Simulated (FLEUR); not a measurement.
# BeTe (F-43m) in FLEUR: a series of runs, part 2 of 2

FLEUR MaX-R8.1 (later development tree). The steps go on from the part before.

## 3. Equation of state, PBEsol, 19.98 Å³/atom (volume scaled by 0.94)

Changes to inp.xml since step 2:

```diff
@@ -6,3 +6,3 @@
    <calculationSetup>
-      <cutoffs Kmax="4.1" Gmax="12.7" GmaxXC="12.7" numbands="0"/>
+      <cutoffs Kmax="4.21" Gmax="13.1" GmaxXC="13.1" numbands="0"/>
       <scfLoop itmax="60" minDistance="0.00001" maxIterBroyd="15" imix="Anderson" alpha="0.05" precondParam="0.0" spinf="2.0" sdNocoIR="T"/>
@@ -24,3 +24,3 @@
       <xi:include xmlns:xi="http://www.w3.org/2001/XInclude" href="sym.xml"> </xi:include>
-      <bulkLattice scale="1.0">
+      <bulkLattice scale="0.9795861087">
          <bravaisMatrix>
@@ -34,3 +34,3 @@
       <species name="Tellurium (Te)" element="Te" atomicNumber="52">
-         <mtSphere radius="2.44" gridPoints="807" logIncrement="0.016"/>
+         <mtSphere radius="2.36" gridPoints="807" logIncrement="0.016"/>
          <atomicCutoffs lmax="10" lnonsphr="8"/>
@@ -51,3 +51,3 @@
       <species name="Beryllium (Be)" element="Be" atomicNumber="4">
-         <mtSphere radius="1.76" gridPoints="583" logIncrement="0.017"/>
+         <mtSphere radius="1.71" gridPoints="583" logIncrement="0.017"/>
          <atomicCutoffs lmax="8" lnonsphr="6"/>
```

Potentials or basis: all-electron, FLAPW.

Command:

```console
$ inpgen -f crystal.txt -profile fastHighL
$ # inp.xml edited to the form shown
$ fleur_MPI
```

The program printed:

```text
Welcome to FLEUR        (www.flapw.de)
      MaX-Release 8.1          (www.max-centre.eu)

 ========== k-point set info ==========
 Selected k-point list: default-1
 k-point list type: mesh
 8 x 8 x 8
 Number of k points: 29

 ------------Calculation Setup---------------------------
 Number of MPI-tasks      :            1
 Number of PE/node        :            1
 Number of OMP-threads    :            1
 Most efficient MPI parallelization for:
           1          29
 Additional eigenvalue parallelization possible
 Number of basis functions:          431
 Approximate size of matrices (H+S) per k-point:         0.006 GB
[... 10 lines left out ...]
Nuclear radius smaller than smallest radial mesh point for atom type 2 -- skipping its core isomer shift
Nuclear radius smaller than smallest radial mesh point for atom type 2 -- skipping its isomer shift
 Iteration:     4   Distance:       0.64060220 me/bohr^3
Nuclear radius smaller than smallest radial mesh point for atom type 2 -- skipping its core isomer shift
Nuclear radius smaller than smallest radial mesh point for atom type 2 -- skipping its isomer shift
 Iteration:     5   Distance:       0.43546064 me/bohr^3
Nuclear radius smaller than smallest radial mesh point for atom type 2 -- skipping its core isomer shift
Nuclear radius smaller than smallest radial mesh point for atom type 2 -- skipping its isomer shift
[... 11 lines left out ...]
Nuclear radius smaller than smallest radial mesh point for atom type 2 -- skipping its isomer shift
 Iteration:    10   Distance:       0.00158607 me/bohr^3
Nuclear radius smaller than smallest radial mesh point for atom type 2 -- skipping its core isomer shift
Nuclear radius smaller than smallest radial mesh point for atom type 2 -- skipping its isomer shift
 Iteration:    11   Distance:       0.00016142 me/bohr^3
Nuclear radius smaller than smallest radial mesh point for atom type 2 -- skipping its core isomer shift
Nuclear radius smaller than smallest radial mesh point for atom type 2 -- skipping its isomer shift
 Iteration:    12   Distance:       0.00016067 me/bohr^3
Nuclear radius smaller than smallest radial mesh point for atom type 2 -- skipping its core isomer shift
Nuclear radius smaller than smallest radial mesh point for atom type 2 -- skipping its isomer shift
 Iteration:    13   Distance:       0.00001576 me/bohr^3
Nuclear radius smaller than smallest radial mesh point for atom type 2 -- skipping its core isomer shift
Nuclear radius smaller than smallest radial mesh point for atom type 2 -- skipping its isomer shift
 Iteration:    14   Distance:       0.00000094 me/bohr^3

 ********************************************************************
 Run finished successfully
 Stop message:
   all done
 ********************************************************************
```

Run time: 24 s. Hardware: 1 thread of Intel Xeon 6975P-C (Granite Rapids), shared host; peak memory 0.08 GiB.

What came out:

| Property | Result |
| --- | --- |
| Free energy | -185273.0717 eV |
| Band gap on the k mesh | 1.58 eV, indirect (least direct gap 3.51 eV) |
| Valence electrons inside the program's atomic spheres | Te 19.40; Be 2.70 (radii Te 2.36, Be 1.71 bohr) |

Caveat: spin-orbit coupling is left out, which moves the levels of the heavy elements.

## 4. Equation of state, PBEsol, 20.40 Å³/atom (volume scaled by 0.96)

Changes to inp.xml since step 3:

```diff
@@ -24,3 +24,3 @@
       <xi:include xmlns:xi="http://www.w3.org/2001/XInclude" href="sym.xml"> </xi:include>
-      <bulkLattice scale="0.9795861087">
+      <bulkLattice scale="0.9864848297">
          <bravaisMatrix>
```

Command:

```console
$ inpgen -f crystal.txt -profile fastHighL
$ # inp.xml edited to the form shown
$ fleur_MPI
```

Wall time 27 s (1 thread of Intel Xeon 6975P-C (Granite Rapids), shared host); peak memory 0.08 GiB.

Results (log left out):

```yaml
Free_energy: -185273.1045 eV
Band_gap_on_the_k_mesh: 1.64 eV, indirect (least direct gap 3.53 eV)
Valence_electrons_inside_the_program's_atomic_spheres: Te 19.39; Be 2.69 (radii Te 2.36, Be 1.71 bohr)
```

Caveat: spin-orbit coupling is left out, which moves the levels of the heavy elements.

## 5. Equation of state, PBEsol, 21.25 Å³/atom

Changes to inp.xml since step 4:

```diff
@@ -24,3 +24,3 @@
       <xi:include xmlns:xi="http://www.w3.org/2001/XInclude" href="sym.xml"> </xi:include>
-      <bulkLattice scale="0.9864848297">
+      <bulkLattice scale="1.0000000000">
          <bravaisMatrix>
```

Command:

```console
$ inpgen -f crystal.txt -profile fastHighL
$ # inp.xml edited to the form shown
$ fleur_MPI
```

Wall time 27 s (1 thread of Intel Xeon 6975P-C (Granite Rapids), shared host); peak memory 0.08 GiB.

Results (log left out):

- Free energy: -185273.1439 eV
- Band gap on the k mesh: 1.75 eV, indirect (least direct gap 3.58 eV)
- Valence electrons inside the program's atomic spheres: Te 19.36; Be 2.65 (radii Te 2.36, Be 1.71 bohr)

Caveat: spin-orbit coupling is left out, which moves the levels of the heavy elements.

## 6. Equation of state, PBEsol, 22.10 Å³/atom (volume scaled by 1.04)

Changes to inp.xml since step 5:

```diff
@@ -24,3 +24,3 @@
       <xi:include xmlns:xi="http://www.w3.org/2001/XInclude" href="sym.xml"> </xi:include>
-      <bulkLattice scale="1.0000000000">
+      <bulkLattice scale="1.0131594038">
          <bravaisMatrix>
```

Potentials or basis: all-electron, FLAPW.

Command:

```console
$ inpgen -f crystal.txt -profile fastHighL
$ # inp.xml edited to the form shown
$ fleur_MPI
```

It took 28 s on 1 thread of Intel Xeon 6975P-C (Granite Rapids), shared host; peak memory 0.08 GiB.

Results (log left out):

```yaml
Free_energy: -185273.1540 eV
Band_gap_on_the_k_mesh: 1.84 eV, indirect (least direct gap 3.61 eV)
Valence_electrons_inside_the_program's_atomic_spheres: Te 19.34; Be 2.63 (radii Te 2.36, Be 1.71 bohr)
```

Caveat: spin-orbit coupling is left out, which moves the levels of the heavy elements.

## 7. Equation of state, PBEsol, 22.53 Å³/atom (volume scaled by 1.06)

Changes to inp.xml since step 6:

```diff
@@ -24,3 +24,3 @@
       <xi:include xmlns:xi="http://www.w3.org/2001/XInclude" href="sym.xml"> </xi:include>
-      <bulkLattice scale="1.0131594038">
+      <bulkLattice scale="1.0196128224">
          <bravaisMatrix>
```

Command:

```console
$ inpgen -f crystal.txt -profile fastHighL
$ # inp.xml edited to the form shown
$ fleur_MPI
```

Run time: 29 s. Hardware: 1 thread of Intel Xeon 6975P-C (Granite Rapids), shared host; peak memory 0.08 GiB.

The run converged. Its results:

- Free energy: -185273.1496 eV
- Band gap on the k mesh: 1.89 eV, indirect (least direct gap 3.63 eV)
- Valence electrons inside the program's atomic spheres: Te 19.33; Be 2.61 (radii Te 2.36, Be 1.71 bohr)

Caveat: spin-orbit coupling is left out, which moves the levels of the heavy elements.

## 8. Equation of state, PBEsol

This step only gathers the single runs of the series.

Results:

```
Equilibrium volume                      : 22.01 Å³/atom
Bulk modulus                            : 60 GPa
Pressure derivative of the bulk modulus : 4.1 (rough: it moves with the points fitted)
```

Energy against volume, from the lowest point:
```csv
volume (Å³/atom),energy (meV/atom)
19.979,41.17
20.404,24.77
21.254,5.04
22.104,0.00
22.529,2.18
```
